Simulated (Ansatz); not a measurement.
**Zr: how the settings move a single-point run**

Question: which choices in the input matter for Zr?

This is Zr in the fcc structure; at room conditions it is hcp.

Method: reference: DFT, PBE, all-electron LAPW, scalar-relativistic, in Ansatz 0.2.0.

1 further run of the same task is left out (set aside as unsound or not needed).

### 1 The starting structure

Symmetry: Fm-3m, No. 225, cubic system. Conventional cell: a = 4.510 Å, b = 4.510 Å, c = 4.510 Å, α = 90.00°, β = 90.00°, γ = 90.00°. Zr (site symmetry m-3m) has 12 Zr at 3.19 Å as nearest neighbours.

Coordinates:

```xyz
1
Lattice="0.0000 2.2550 2.2550 2.2550 0.0000 2.2550 2.2550 2.2550 0.0000" Properties=species:S:1:pos:R:3 pbc="T T T"
Zr    0.0000    0.0000    0.0000
```

### 2 Baseline

Input file input.yaml:

```yaml
crystal:
  lattice:
    - [0.0, 2.255, 2.255]
    - [2.255, 0.0, 2.255]
    - [2.255, 2.255, 0.0]
  atoms:
    - { symbol: Zr, position: [0.0, 0.0, 0.0] }
kpoints:
  mp_grid: { grid: [13, 13, 13] }
  band_path:
    path:
      - [0.0, 0.0, 0.0]
      - [0.5, 0.0, 0.5]
      - [0.625, 0.25, 0.625]
      - [0.375, 0.375, 0.75]
      - [0.0, 0.0, 0.0]
      - [0.5, 0.5, 0.5]
      - [0.5, 0.25, 0.75]
      - [0.5, 0.0, 0.5]
    npoints: 8
scf:
  occupations: { method: fermi_dirac, width: 0.05 }
hamiltonian:
  xc: pbe
  pseudopotentials: { kind: all_electron, lapw: { basis_error: 0.0005 } }
output:
  forces: true
  stress: true
  eigenvalues: true
  populations: true
  dos: { projected: true, de: 0.2, e_range: [-14, 8] }
```

Command:

```
$ ansatz run input.yaml --threads 1 --pin off --max-ram 2048MiB --backend cpu --events-out ev --progress --plain --runs-dir out
```

### 3 Changing settings: symmetry.detect false, accuracy medium

Edit input.yaml of step 2 so:

```diff
@@ -7,2 +7,3 @@
     - { symbol: Zr, position: [0.0, 0.0, 0.0] }
+  symmetry: { detect: false }
 kpoints:
@@ -30,2 +31,2 @@
   populations: true
-  dos: { projected: true, de: 0.2, e_range: [-14, 8] }
+accuracy: medium
```

Before running it: what results should come out? Wanted: for each run, ending; energy change; pressure; gap; force.

The runs gave:

```csv
run,ending,energy change,pressure (GPa),gap (eV),force (eV/Å),cycles,time
reference,converged,0,1.2,0.00,0.00,6,7.2 s
"1: symmetry.detect false, accuracy medium",converged,0.0 meV/atom,1.2,0.00,0.00,6,2 min
```

Times don't compare one to one where runs were asked for different outputs or read a saved state (see the inputs); cycles may leave out searches for a lower state.

Residual by cycle in the longest SCF loop of each run; runs are numbered as in the table. The quantity is the density residual dr2, in eV.

```csv
cycle,reference,run 1
1,0.0365,0.0365
2,0.0116,0.0116
3,0.00153,0.00154
4,1.4e-5,1.4e-5
5,3.7e-8,3.7e-8
6,8.4e-11,8.7e-11
```

What this shows: The changed input (use of symmetry and accuracy level) leaves the energy the same to the digits printed.
